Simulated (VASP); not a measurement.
Input of a VASP 6.6.1 run:

The input POSCAR:

```
GaP
1.0
    1.9430150000      1.1218000000      6.4308100000
   -1.9430150000      1.1218000000      6.4308100000
    0.0000000000     -2.2436010000      6.4308100000
Ga P
2 2
Direct
    0.4353720000      0.4353720000      0.4353720000
    0.5646280000      0.5646280000      0.5646280000
    0.0573890000      0.0573890000      0.0573890000
    0.9426110000      0.9426110000      0.9426110000
```

Contents of INCAR.step1:

```
SYSTEM = GaP
  PREC = Accurate
  ENCUT = 520
  ISMEAR = 0
  SIGMA = 0.01
  LREAL = .FALSE.
  LASPH = .TRUE.
  NELM = 100
  NBANDS = 26
  GGA = PE
  ALGO = Normal
  EDIFF = 1E-4
  LWAVE = .TRUE.
  LCHARG = .FALSE.
```

INCAR.step2

```
SYSTEM = GaP
  PREC = Accurate
  ENCUT = 520
  EDIFF = 1E-7
  ISMEAR = 0
  SIGMA = 0.01
  LREAL = .FALSE.
  LASPH = .TRUE.
  NELM = 100
  ALGO = Normal
  ISIF = 2
  LWAVE = .FALSE.
  LCHARG = .FALSE.
  METAGGA = R2SCAN
  LMIXTAU = .TRUE.
  NBANDS = 26
  ISTART = 1
```

Contents of KPOINTS:

```
Automatic mesh
0
G
  4 4 4
  0 0 0
```

Potentials or basis: VASP PAW PBE potentials, release 64 (Ga_d, P).

Command:

```sh
$ cat potpaw_PBE.64/Ga_d/POTCAR potpaw_PBE.64/P/POTCAR > POTCAR
$ cp INCAR.step1 INCAR
$ mpirun -np 1 vasp_std > vasp.out
$ cp INCAR.step2 INCAR
$ mpirun -np 1 vasp_std > vasp.out
```

(1) Predict the pressure.

(2) Estimate the largest force.

(3) What does it give for the band gap on the k mesh?

Results:

(1) -2.2 GPa.

(2) 0.052 eV/Å.

(3) 1.07 eV, indirect (least direct gap 1.48 eV).

Caveat: the k mesh is coarse (spacing up to 0.47 Å⁻¹), so the values aren't converged; the PAW data sets were made with another functional, which shifts forces and pressure a little.
